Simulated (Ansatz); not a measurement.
A run of Ansatz 0.2.0 is set up as follows.

Contents of input.yaml:

```yaml
crystal:
  lattice:
    - [6.33, 0.0, 0.0]
    - [0.0, 3.469, 0.0]
    - [-0.9467947088, 0.0, 13.8276237937]
  atoms:
    - { symbol: Te, position: [0.9437, 0.75, 0.6045] }
    - { symbol: Te, position: [0.0563, 0.25, 0.3955] }
    - { symbol: Te, position: [0.903, 0.25, 0.8514] }
    - { symbol: Te, position: [0.097, 0.75, 0.1486] }
    - { symbol: Te, position: [0.4112, 0.75, 0.8955] }
    - { symbol: Te, position: [0.5888, 0.25, 0.1045] }
    - { symbol: Te, position: [0.4432, 0.25, 0.6484] }
    - { symbol: Te, position: [0.5568, 0.75, 0.3516] }
    - { symbol: Mo, position: [0.8167, 0.75, 0.9926] }
    - { symbol: Mo, position: [0.1833, 0.25, 0.0074] }
    - { symbol: Mo, position: [0.6819, 0.25, 0.4934] }
    - { symbol: Mo, position: [0.3181, 0.75, 0.5066] }
hamiltonian:
  xc: pbesol
  pseudopotentials: { kind: paw }
kpoints:
  mp_grid: { grid: [4, 8, 2] }
scf:
  occupations: { method: fermi_dirac, width: 0.05 }
output:
  forces: true
  stress: true
relax:
  f_tol: 0.01
  max_steps: 40
  cell: { stress_tol: 0.05 }
```

Potentials or basis: Ansatz PAW.

Command:

```sh
$ ansatz run input.yaml --threads 4 --pin off --max-ram 11264MiB --backend cpu --events-out ev --progress --plain --runs-dir out
```

(1) Predict the space group after relaxing (to 0.05 Å).

(2) Estimate the relaxed volume.

Results:

(1) P2_1/m (No. 11).

(2) 24.75 Å³/atom.

Caveat: the PAW data sets come from PBE, with cores solved anew for the run's functional, which leaves a small shift of forces and pressure.
